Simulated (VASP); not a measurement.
# MgO (Pm-3m) in VASP: further runs

The runs below take MgO through single point, relaxation of cell and atoms, with r2SCAN.

Everything below comes from runs of VASP 6.6.1. Logs are shortened: lines on timing, memory, paths and dates and some standing lists are left out, and cuts for length are marked.

### Step 1. The structure

Symmetry: Pm-3m, No. 221, cubic system. The conventional cell has a = 2.623 Å, b = 2.623 Å, c = 2.623 Å, α = 90.00°, β = 90.00°, γ = 90.00°. Around Mg (site symmetry m-3m) lie 8 O at 2.27 Å. O (site symmetry m-3m) is surrounded by 8 Mg at 2.27 Å.

The cell was built by a generator and needn't be a form met in nature.

### Step 2. Single point, r2SCAN

POSCAR reads:

```
MgO
1.0
    2.6234346196      0.0000000000      0.0000000000
    0.0000000000      2.6234346196      0.0000000000
    0.0000000000      0.0000000000      2.6234346196
Mg O
1 1
Direct
    0.0000000000      0.0000000000      0.0000000000
    0.5000000000      0.5000000000      0.5000000000
```

INCAR.step1 reads:

```
SYSTEM = MgO
ALGO = Normal ; EDIFF = 1E-4
ENCUT = 520 ; GGA = PE
ISMEAR = 0 ; LASPH = .TRUE.
LCHARG = .FALSE. ; LREAL = .FALSE.
LWAVE = .TRUE. ; NBANDS = 11
NELM = 80 ; PREC = Accurate
SIGMA = 0.02
```

INCAR.step2 reads:

```
SYSTEM = MgO
ALGO = Normal ; EDIFF = 1E-6
ENCUT = 520 ; ISIF = 2
ISMEAR = 0 ; ISTART = 1
LASPH = .TRUE. ; LCHARG = .FALSE.
LMIXTAU = .TRUE. ; LREAL = .FALSE.
LWAVE = .FALSE. ; METAGGA = R2SCAN
NBANDS = 11 ; NELM = 80
PREC = Accurate ; SIGMA = 0.02
```

KPOINTS reads:

```
k-points
0
G
  10 10 10
  0 0 0
```

Potentials or basis: VASP PAW PBE potentials, release 64 (Mg, O).

Started as:

```
> cat potpaw_PBE.64/Mg/POTCAR potpaw_PBE.64/O/POTCAR > POTCAR
> cp INCAR.step1 INCAR
> mpirun -np 1 vasp_std > vasp.out
> cp INCAR.step2 INCAR
> mpirun -np 1 vasp_std > vasp.out
```

OUTCAR:

```text
SYSTEM = MgO
   EDIFF = 1E-6
   ENCUT = 520
   ISIF = 2
   ISMEAR = 0
   ISTART = 1
   LASPH = .TRUE.
   LREAL = .FALSE.
   METAGGA = R2SCAN
   NELM = 80
   PREC = Accurate

 ion  position               nearest neighbor table
   1  0.000  0.000  0.000-   2 2.27   2 2.27   2 2.27   2 2.27   2 2.27   2 2.27   2 2.27   2 2.27

   2  0.500  0.500  0.500-   1 2.27   1 2.27   1 2.27   1 2.27   1 2.27   1 2.27   1 2.27   1 2.27

  LATTYP: Found a simple cubic cell.
 ALAT       =     2.6234346196

  Lattice vectors:

 A1 = (   2.6234346196,   0.0000000000,   0.0000000000)
 A2 = (   0.0000000000,   2.6234346196,   0.0000000000)
 A3 = (   0.0000000000,   0.0000000000,   2.6234346196)

Analysis of symmetry for initial positions (statically):
=====================================================================
 Subroutine PRICEL returns:
 Original cell was already a primitive cell.

 Routine SETGRP: Setting up the symmetry group for a
 simple cubic supercell.

 Subroutine GETGRP returns: Found 48 space group operations
 (whereof 48 operations were pure point group operations)
 out of a pool of 48 trial point group operations.

The static configuration has the point symmetry O_h .

Analysis of symmetry for dynamics (positions and initial velocities):
=====================================================================
 Subroutine PRICEL returns:
 Original cell was already a primitive cell.

 Routine SETGRP: Setting up the symmetry group for a
 simple cubic supercell.

 Subroutine GETGRP returns: Found 48 space group operations
 (whereof 48 operations were pure point group operations)
 out of a pool of 48 trial point group operations.

The dynamic configuration has the point symmetry O_h .

 Subroutine INISYM returns: Found 48 space group operations
 (whereof 48 operations are pure point group operations),
 and found     1 'primitive' translations

----------------------------------------------------------------------------------------

                                     Primitive cell

  volume of cell :      18.0556

  direct lattice vectors                    reciprocal lattice vectors
     2.623434620  0.000000000  0.000000000     0.381179692  0.000000000  0.000000000
     0.000000000  2.623434620  0.000000000     0.000000000  0.381179692  0.000000000
     0.000000000  0.000000000  2.623434620     0.000000000  0.000000000  0.381179692

  length of vectors
     2.623434620  2.623434620  2.623434620     0.381179692  0.381179692  0.381179692

[... 89 lines left out ...]
   TEBEG  =    0.0;   TEEND  =   0.0 temperature during run
   PSTRESS=    0.0 pullay stress
   NELECT =       8.0000    total number of electrons
   NUPDOWN=      -1.0000    fix difference up-down
   EMIN   =  10.00;   EMAX   =-10.00  energy-range for DOS
   EFERMI =   0.00;   METHOD = LEGACY
   ISMEAR =     0;   SIGMA  =   0.02  broadening in eV -4-tet -1-fermi 0-gaus
   EFERMI_NEDOS =   21; number of points for ismear=-14 and -15
   IALGO  =     38    algorithm
   IMIX   =      4    mixing-type and parameters
     AMIX     =   0.40;   BMIX     =  1.00
     AMIX_MAG =   1.60;   BMIX_MAG =  1.00
  volume/ion in A,a.u.               =       9.03        60.92
  Fermi-wavevector in a.u.,A,eV,Ry     =   1.248057  2.358487 21.193080  1.557647
  Thomas-Fermi vector in A             =   2.382161
   LORBIT       =      0    0 simple, 1 ext, 2 COOP (PROOUT), +10 PAW based schemes
   METAGGA = R2SCAN    functional components
   LHFCALC =     F    Hartree Fock is set to
   AEXX    =    0.0000 exact exchange contribution
   IVDW    =     0    specifies the selected vdW correction
   LEPSILON=     F    determine dielectric tensor
   LRPA    =     F    only Hartree local field effects (RPA)
 non-spin polarized calculation
 Gauss-broadening in eV      SIGMA  =   0.02
  energy-cutoff  :      520.00
  volume of cell :       18.06
 maximum number of plane-waves:       500
 NGX is ok and might be reduce to    20
   NGX =  9   NGY =  9   NGZ =  9

 number of electron       7.9999999 magnetization

 Free energy of the ion-electron system (eV)
  ---------------------------------------------------
  ext. energy  EPLUGINS =         0.00000000
  ---------------------------------------------------
  free energy    TOTEN  =       -14.52763172 eV

  energy without entropy =      -14.52763172  energy(sigma->0) =      -14.52763172

 E-fermi :   4.9517     XC(G=0): -11.8828

 val. band max:        4.8157072403   @ k =   0.5000   0.5000   0.0000
 cond. band min:       8.2661243518   @ k =   0.0000   0.0000   0.0000
 fundamental gap:      3.4504171115
 Fermi energy:         4.9516551483

 k-point     1 :       0.0000    0.0000    0.0000
  band No.  band energies     occupation
      1     -14.7663      2.00000
      2       3.7573      2.00000
      3       3.7573      2.00000
      4       3.7573      2.00000
      5       8.2661      0.00000
      6      16.2775      0.00000
      7      16.2775      0.00000
      8      26.7043      0.00000
      9      26.7043      0.00000
     10      26.7043      0.00000
     11      33.8499      0.00000
[... 309 lines left out ...]
 k-point    24 :       0.3000    0.1000    0.1000
  band No.  band energies     occupation
      1     -13.8521      2.00000
      2      -0.0396      2.00000
      3       3.4016      2.00000
      4       3.6298      2.00000
      5      11.9403      0.00000
      6      16.6829      0.00000
      7      17.8524      0.00000
      8      24.1501      0.00000
      9      24.7836      0.00000
     10      28.2048      0.00000
     11      28.3500      0.00000

 [... further k-points ...]

------------------------ aborting loop because EDIFF is reached ----------------------------------------

  FORCE on cell =-STRESS in cart. coord.  units (eV):
  Direction    XX          YY          ZZ          XY          YZ          ZX
  --------------------------------------------------------------------------------------
  -------------------------------------------------------------------------------------
  Total       -0.1350123     -0.1350123     -0.1350123     -0.0000000      0.0000000     -0.0000000
  in kB      -11.9804472    -11.9804472    -11.9804472     -0.0000000      0.0000000     -0.0000000
  external PRESSURE =     -11.9804472 kB  Pullay stress =       0.0000000 kB

 VOLUME and BASIS-vectors are now :
 -----------------------------------------------------------------------------
  energy-cutoff  :      520.00
  volume of cell :       18.06
      direct lattice vectors                 reciprocal lattice vectors
     2.623434620  0.000000000  0.000000000     0.381179692  0.000000000  0.000000000
     0.000000000  2.623434620  0.000000000     0.000000000  0.381179692  0.000000000
     0.000000000  0.000000000  2.623434620     0.000000000  0.000000000  0.381179692

 POSITION                                       TOTAL-FORCE (eV/Angst)
 -----------------------------------------------------------------------------------
      0.00000      0.00000      0.00000         0.000000      0.000000      0.000000
      1.31172      1.31172      1.31172         0.000000      0.000000      0.000000
 -----------------------------------------------------------------------------------
    total drift:                                0.000000      0.000000      0.000000

  FREE ENERGIE OF THE ION-ELECTRON SYSTEM (eV)
  ---------------------------------------------------
  free  energy   TOTEN  =       -14.5276317159 eV

  energy  without entropy=      -14.5276317159  energy(sigma->0) =      -14.52763172
```

OSZICAR.step1:

```text
N       E                     dE             d eps       ncg     rms          rms(c)
DAV:   1     0.163676801748E+02    0.16368E+02   -0.45313E+03  1384   0.649E+02
DAV:   2    -0.114063209203E+02   -0.27774E+02   -0.26951E+02  1449   0.134E+02
DAV:   3    -0.120376914504E+02   -0.63137E+00   -0.63096E+00  1425   0.181E+01
DAV:   4    -0.120391980401E+02   -0.15066E-02   -0.15066E-02  1330   0.987E-01
DAV:   5    -0.120392023251E+02   -0.42850E-05   -0.42850E-05  1389   0.511E-02    0.705E+00
DAV:   6    -0.104547511352E+02    0.15845E+01   -0.84647E+00  1253   0.159E+01    0.219E+00
DAV:   7    -0.104155636902E+02    0.39187E-01   -0.64805E-02  1337   0.219E+00    0.131E+00
DAV:   8    -0.103895221197E+02    0.26042E-01   -0.37662E-02  1321   0.197E+00    0.236E-01
DAV:   9    -0.103892487372E+02    0.27338E-03   -0.32915E-04  1335   0.135E-01    0.152E-01
DAV:  10    -0.103891640720E+02    0.84665E-04   -0.29956E-04  1208   0.147E-01
   1 F= -.10389164E+02 E0= -.10389164E+02  d E =-.125868E-27
```

Wall time 22 s (1 thread of Intel Xeon Platinum 8559C (Emerald Rapids), shared host); peak memory 0.13 GiB.

What came out:

```
Free energy            : -14.5276 eV
Pressure               : -1.2 GPa
Band gap on the k mesh : 3.45 eV, indirect (least direct gap 4.51 eV)
```

Caveat: the PAW data sets were made with another functional, which shifts forces and pressure a little. r2SCAN opens gaps a little over a GGA but as a rule still falls short of measured ones.

### Step 3. Relaxation of cell and atoms, r2SCAN

This run uses another cell than the first one, of 8.62 Å³/atom, 0.955 times its volume.

POSCAR reads:

```
MgO
1.0
    2.5837245600      0.0000000000      0.0000000000
    0.0000000000      2.5837245600      0.0000000000
    0.0000000000      0.0000000000      2.5837245600
Mg O
1 1
Direct
    0.0000000000      0.0000000000      0.0000000000
    0.5000000000      0.5000000000      0.5000000000
```

INCAR.step1 reads:

```
PREC = Accurate
ENCUT = 600
ISMEAR = 0
SIGMA = 0.02
LREAL = False
LASPH = True
NELM = 60
GGA = PE
ALGO = Normal
EDIFF = 1E-4
LWAVE = True
LCHARG = False
```

INCAR.step2 reads:

```
PREC = Accurate
ENCUT = 600
EDIFF = 1E-7
ISMEAR = 0
SIGMA = 0.02
LREAL = False
LASPH = True
NELM = 60
ALGO = Normal
ISIF = 3
LWAVE = False
LCHARG = False
METAGGA = R2SCAN
LMIXTAU = True
IBRION = 2
NSW = 100
EDIFFG = -0.005
ISTART = 1
```

KPOINTS reads:

```
Automatic mesh
0
Gamma
  10 10 10
```

Potentials or basis: VASP PAW PBE potentials, release 64 (Mg, O).

Started as:

```
> cat potpaw_PBE.64/Mg/POTCAR potpaw_PBE.64/O/POTCAR > POTCAR
> cp INCAR.step1 INCAR
> mpirun -np 1 vasp_std > vasp.out
> cp INCAR.step2 INCAR
> mpirun -np 1 vasp_std > vasp.out
```

Run time: 50 s. Hardware: 1 thread of Intel Xeon Platinum 8559C (Emerald Rapids), shared host; peak memory 0.15 GiB.

Results (log left out):

```
Free energy                            : -14.5292 eV
Relaxed volume                         : 8.95 Å³/atom
Relaxed cell                           : a = 2.616 Å, b = 2.616 Å, c = 2.616 Å, α = 90.00°, β = 90.00°, γ = 90.00°
Space group after relaxing (to 0.05 Å) : Pm-3m (No. 221)
Energy gained by relaxing              : 6.4 meV/atom
Ionic steps                            : 3
Pressure after relaxing                : 0.0 GPa
Band gap on the k mesh                 : 3.53 eV, indirect (least direct gap 4.60 eV)
```

The path:
```tsv
step	energy change (eV)	largest force (eV/Å)	pressure (GPa)	volume (Å³)
1	0.0000	0.0000	6.44	17.25
2	-0.0113	0.0000	-1.94	18.13
3	-0.0127	0.0000	0.03	17.90
```

Final structure:
```
Mg O
1.0
     2.61593    0.00000    0.00000
     0.00000    2.61593    0.00000
     0.00000    0.00000    2.61593
Mg O
1 1
Direct
  0.00000 0.00000 0.00000
  0.50000 0.50000 0.50000
```

Levels at points of the mesh, in eV from the valence-band top:
```csv
k point,band 2,band 3,band 4,band 5,band 6,band 7
"(0.00, 0.00, 0.00)",-1.07,-1.07,-1.07,3.53,11.48,11.48
"(0.50, 0.00, 0.00)",-6.66,-0.60,-0.60,8.09,10.73,15.86
"(0.50, 0.50, 0.00)",-4.89,-4.89,0.00,5.92,13.56,13.56
"(0.50, 0.50, 0.50)",-3.83,-3.83,-3.83,8.45,8.45,8.45
```

Caveat: the PAW data sets were made with another functional, which shifts forces and pressure a little. r2SCAN opens gaps a little over a GGA but as a rule still falls short of measured ones.
